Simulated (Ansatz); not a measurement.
**SiC, one cell by several methods**

```
Si C
1.0
     0.00000    2.02967    2.02967
     2.02967    0.00000    2.02967
     2.02967    2.02967    0.00000
Si C
1 1
Cartesian
  0.0000 0.0000 0.0000
  2.0297 2.0297 2.0297
```

Atom numbers follow the list: Si1, C2.

The cell was built from the rocksalt type and relaxed in the same program, and has space group Fm-3m; it needn't be a known or the stable phase.

Methods: DFT, PBE, PAW with Ansatz's default frozen-core files, scalar-relativistic (Ansatz 0.2.0); DFT, PBE, all-electron LAPW, scalar-relativistic (Ansatz 0.2.0).

For PAW: a Γ-centred 13×13×13 k mesh, Fermi–Dirac smearing of 0.05 eV, cutoff 420 eV, no spin polarisation. LAPW targets a basis error of 0.25 meV/atom. The Ansatz runs share mesh, smearing and spin set-up. Plane-wave (PAW) pressures include the program's estimate of the Pulay term.

Stress and pressure are positive in compression.

Levels count from the Fermi level.

PAW results:

```
                      quantity     PAW
                pressure (GPa)    0.00
highest filled level at X (eV)  -0.915
  lowest empty level at X (eV)   2.628
highest filled level at W (eV)  -7.036
  lowest empty level at W (eV)   4.645
```

(1) What does LAPW (all electrons) give for the same quantities?

Results:

(1) 
```json
{"quantity": "pressure (GPa)", "LAPW": "0.22"}
{"quantity": "highest filled level at X (eV)", "LAPW": "-0.917"}
{"quantity": "lowest empty level at X (eV)", "LAPW": "2.623"}
{"quantity": "highest filled level at W (eV)", "LAPW": "-7.038"}
{"quantity": "lowest empty level at W (eV)", "LAPW": "4.642"}
```
